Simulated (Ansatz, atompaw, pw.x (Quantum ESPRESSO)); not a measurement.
# C: does the PAW (atompaw) potential hold in the solid?

```
Element                 : C (Z = 6)
Generator               : atompaw 4.2.0.5
Type                    : PAW
Functional              : PBE
Relativity              : scalar-relativistic
Frozen core             : [He]
Valence charge          : 4
Reference configuration : 2s1 2p3
Partial waves           : 2s (bound): rc 1.25 bohr; 2s channel at 3 Ry: rc 2.20 bohr; 2p (bound): rc 2.20 bohr; 2p channel at 3.9 Ry: rc 2.20 bohr
Local potential         : bessel scheme, radius 1.60 bohr
Core correction         : smooth core density matched at 1.40 bohr
Augmentation charge     : besselshape compensation charge, radius 2.05 bohr; PAW radius 2.20 bohr; waves and projectors: custom rrkj vanderbiltortho
```

Crystal test: sc C in pw.x 7.5, no spin, 18³ k-points, Fermi–Dirac smearing 0.01 Ry, cutoffs 40/400 Ry. The reference is all-electron LAPW (Ansatz 0.2.0) with the same functional, mesh and smearing; V0 and B0 come from Birch–Murnaghan fits to the pressures at five volumes. Errors are pseudo minus all-electron; Δ is the rms difference of the E(V) curves that follow from these fits, minima aligned, over ±6 % about the mean V0. Mesh and smearing are coarse, so the numbers serve the comparison and aren't converged zero-temperature values; the lattice is a test structure that the element need not adopt.

All-electron: a0 = 1.777 Å (V0 = 5.61 Å³/atom), B0 = 325.5 GPa.

**Question.** How far does the potential miss the all-electron equation of state?

**Answer.** mean pressure error (GPa): +46.21. The pressure does not cross zero within the volumes sampled, so no fit is given. The largest radius (2.20 bohr) exceeds half the bond length (1.66 bohr), so the spheres overlap, which is one possible source of error among others. This is a poor potential for the solid.

```tsv
V (Å³/atom)	P all-electron (GPa)	P pseudo (GPa)
5.160	31.71	84.37
5.296	20.87	69.91
5.432	11.16	57.00
5.568	2.49	45.51
5.704	-5.20	35.28
```

**Question.** At the middle volume, how do free energy and pressure move when the wave cutoff is lowered (ecutrho held at 400 Ry)?

**Answer.**

```csv
cutoff (Ry),shift of F (meV/atom),shift of P (GPa)
18,+13.2,-0.90
24,+6.9,-0.09
32,+0.9,+0.09
```

The run at the middle volume (220 k-points, 7 iterations) took about 5.4 s on one core of a shared host (Intel(R) Xeon(R) Platinum 8488C, 96 threads, 372 GiB, load 61).
